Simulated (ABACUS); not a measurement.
Na2S:

```
S Na
1.0
     0.00000    3.27350    3.27350
     3.27350    0.00000    3.27350
     3.27350    3.27350    0.00000
S Na
1 2
Direct
  0.00000 0.00000 0.00000
  0.75000 0.75000 0.75000
  0.25000 0.25000 0.25000
```

```yaml
Program: ABACUS 3.10.1
Task: single point
Functional: PBE
Potentials_or_basis: PseudoDojo NC SR 0.4.1 PBE standard
Cutoff: 1211 eV
Density_cutoff: 4844 eV
Basis: plane waves
k_mesh: 7 × 7 × 7
Occupations: fermi-dirac, width 0.05 eV
Spin: no spin polarisation
```

On this cell: pressure 0.3 GPa; largest force zero by symmetry; band gap on the k mesh 2.48 eV, direct.

The same run follows on a disturbed copy (atoms moved at random, drawn with an rms of 0.05 Å):

```xyz
3
Lattice="0.0000 3.2735 3.2735 3.2735 0.0000 3.2735 3.2735 3.2735 0.0000" Properties=species:S:1:pos:R:3 pbc="T T T"
S    -0.0152    0.0065   -0.0056
Na    4.9285    4.9158    4.8763
Na    1.5859    1.6566    1.6556
```

Problem. What changes?

Solution. The energy moves by +1.9 meV/atom; pressure 0.3 GPa; largest force 0.135 eV/Å; band gap on the k mesh 2.45 eV, direct.

Forces on the atoms (eV/Å):
```
S   -0.002  0.020  0.000
Na  -0.101  0.018  0.078
Na   0.104 -0.038 -0.079
```

Stress tensor (GPa, compression positive):
```
 0.34 -0.16 -0.05
-0.16  0.32  0.21
-0.05  0.21  0.33
```

